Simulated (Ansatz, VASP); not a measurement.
**Ge in VASP and in Ansatz**

File INCAR:

```
SYSTEM = Ge
PREC     = Accurate       ! precision mode
ENCUT    = 520            ! plane-wave cutoff, eV
EDIFF    = 1E-6           ! SCF threshold, eV
ISMEAR   = -1             ! smearing method
SIGMA    = 0.1            ! smearing width, eV
LREAL    = .False.        ! projectors in reciprocal space
LASPH    = .True.         ! aspherical terms in the spheres
NELM     = 100            ! most SCF steps
ALGO     = Normal         ! electronic algorithm
ISIF     = 2              ! what is computed and relaxed
LWAVE    = .False.        ! write WAVECAR
LCHARG   = .False.        ! write CHGCAR
GGA      = PE             ! functional
NBANDS   = 13             ! bands
```

KPOINTS

```
Automatic mesh
0
Gamma
  13 13 13
  0 0 0
```

File POSCAR:

```
Ge
1.0
    2.7494713251      0.0000000000      0.0000000000
    0.0000000000      2.7494713251      0.0000000000
    0.0000000000      0.0000000000      2.7494713251
Ge
1
Direct
    0.0000000000      0.0000000000      0.0000000000
```

Input for Ansatz:

```yaml
crystal:
  lattice:
    - [2.7494713251, 0.0, 0.0]
    - [0.0, 2.7494713251, 0.0]
    - [0.0, 0.0, 2.7494713251]
  atoms:
    - { symbol: Ge, position: [0.0, 0.0, 0.0] }
hamiltonian:
  xc: pbe
  pseudopotentials:
    kind: paw
    azcp:
      Ge: "pseudopotentials/Ge.paw.azcp"
basis:
  ecutwfc: 420
  fft_grid_basis: typed
kpoints:
  mp_grid: { grid: [13, 13, 13], shift: [0, 0, 0] }
magnetization:
  spin_polarized: false
scf:
  occupations: { method: fermi_dirac, width: 0.1 }
  lower_state_search: "off"
output:
  stress: true
```

Alike in both runs: task single point; functional PBE; k mesh 13 × 13 × 13; occupations fermi-dirac, width 0.1 eV; no spin polarisation.

|  | VASP | Ansatz |
| --- | --- | --- |
| version | VASP 6.6.1 | Ansatz 0.2.0 |
| potentials or method | VASP PAW PBE potentials, release 64 (Ge_d) | plane waves (420 eV) with PAW, scalar-relativistic |
| plane-wave cutoff (eV) | 520 | 420 |
| valence electrons in the cell | 14 | 14 |

Ansatz gave:

```
pressure (GPa) : -2.5
```

Q: Which values does VASP return?

A: Pressure (GPa): -2.6.
